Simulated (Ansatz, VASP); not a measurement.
**Two plane-wave programs on AlN**

The input INCAR:

```
ALGO     = Normal         # electronic algorithm
EDIFF    = 1E-6           # SCF threshold, eV
ENCUT    = 520            # plane-wave cutoff, eV
GGA      = PE             # functional
ISIF     = 2              # what is computed and relaxed
ISMEAR   = 0              # smearing method
LASPH    = T              # aspherical terms in the spheres
LCHARG   = F              # write CHGCAR
LREAL    = F              # projectors in reciprocal space
LWAVE    = F              # write WAVECAR
NBANDS   = 16             # bands
NELM     = 60             # most SCF steps
PREC     = Accurate       # precision mode
SIGMA    = 0.01           # smearing width, eV
```

Contents of KPOINTS:

```
k-points
0
Gamma
  9 9 6
```

Contents of POSCAR:

```
AlN
1.0
    3.1130000000      0.0000000000      0.0000000000
   -1.5565000000      2.6959370820      0.0000000000
    0.0000000000      0.0000000000      4.9810000000
Al N
2 2
Direct
    0.3333333333      0.6666666667      0.9990161995
    0.6666666667      0.3333333333      0.4990161995
    0.3333333333      0.6666666667      0.3809838005
    0.6666666667      0.3333333333      0.8809838005
```

Input for Ansatz:

```yaml
crystal:
  lattice:
    - [3.113, 0.0, 0.0]
    - [-1.5565, 2.695937082, 0.0]
    - [0.0, 0.0, 4.981]
  atoms:
    - { symbol: Al, position: [0.3333333333, 0.6666666667, 0.9990161995] }
    - { symbol: Al, position: [0.6666666667, 0.3333333333, 0.4990161995] }
    - { symbol: "N", position: [0.3333333333, 0.6666666667, 0.3809838005] }
    - { symbol: "N", position: [0.6666666667, 0.3333333333, 0.8809838005] }
scf:
  occupations: { method: fixed }
output:
  forces: false
  stress: false
  eigenvalues: true
  eigenstates:
    kpoints:
      - [0, 0, 0]
      - [0.00990899, -0.00495449, 0.0]
      - [0.01981797, -0.00990899, 0.0]
      - [0.02972696, -0.01486348, 0.0]
      - [0.0, 0.00858143, 0.0]
      - [0.0, 0.01716287, 0.0]
      - [0.0, 0.0257443, 0.0]
      - [0.0, 0.0, 0.01585502]
      - [0.0, 0.0, 0.03171003]
      - [0.0, 0.0, 0.04756505]
    e_range: [-2, 7]
  write_density: true
  write_potential: true
  elf: true
  volumetric_format: npy
kpoints:
  mp_grid: { grid: [9, 9, 6] }
```

Alike in both runs: task single point; functional PBE; k mesh 9 × 9 × 6; no spin polarisation.

```csv
,VASP,Ansatz
version,VASP 6.6.1,Ansatz 0.2.0
potentials or method,"VASP PAW PBE potentials, release 64 (Al, N)","scalar-relativistic, plane waves, PAW"
plane-wave cutoff (eV),520,420
occupations,"gaussian, width 0.01 eV",fixed
valence electrons in the cell,16,16
```

|  | VASP | Ansatz | Ansatz less VASP |
| --- | --- | --- | --- |
| gap on the k mesh at the Fermi level (eV) | 4.19 | 4.18 | -0.011 |
| least direct gap on the mesh (eV) | 4.19 | 4.18 | -0.011 |

Caveats: an odd mesh through Γ misses points on the zone boundary, where band edges often lie.
